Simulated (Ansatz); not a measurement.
The system is W.

```
W
1.0
     0.00000    2.03000    2.03000
     2.03000    0.00000    2.03000
     2.03000    2.03000    0.00000
W
1
Cartesian
  0.0000 0.0000 0.0000
```

This isn't the form of W at room conditions, which is bcc.

| Property | Result |
| --- | --- |
| Program | Ansatz 0.2.0 |
| Task | relaxation of cell and atoms |
| Functional | PBEsol |
| Dispersion | D4 |
| Potentials or basis | Ansatz PAW |
| Cutoff | 420 eV (not typed: the program's choice for these potentials) |
| k mesh | 11 × 11 × 11 |
| Occupations | fermi-dirac, width 0.05 eV |
| Spin | no spin polarisation |

At the start: volume 16.73 Å³/atom.

Where does the relaxation end?

It ends after 5 steps and the volume is 15.81 Å³/atom (-5.5 %); space group Fm-3m (No. 225, to 0.05 Å).

The path:
```
step  energy change (eV)  largest force (eV/Å)  volume (Å³)
   1              0.0000                0.0000        16.73
   2             -0.0488                0.0000        15.92
   3             -0.0496                0.0000        15.79
   4             -0.0496                0.0000        15.81
   5             -0.0493                0.0000        15.81
```

Final structure:
```xyz
1
Lattice="0.0000 1.9919 1.9919 1.9919 0.0000 1.9919 1.9919 1.9919 0.0000" Properties=species:S:1:pos:R:3 pbc="T T T"
W     0.0000    0.0000    0.0000
```

Caveat: the plane-wave basis is chosen anew once the cell has moved, so the energies of steps on either side of that aren't comparable; pairwise dispersion overbinds metals, which lowers pressure and volume; the PAW data sets come from PBE, with cores solved anew for the run's functional, which leaves a small shift of forces and pressure.
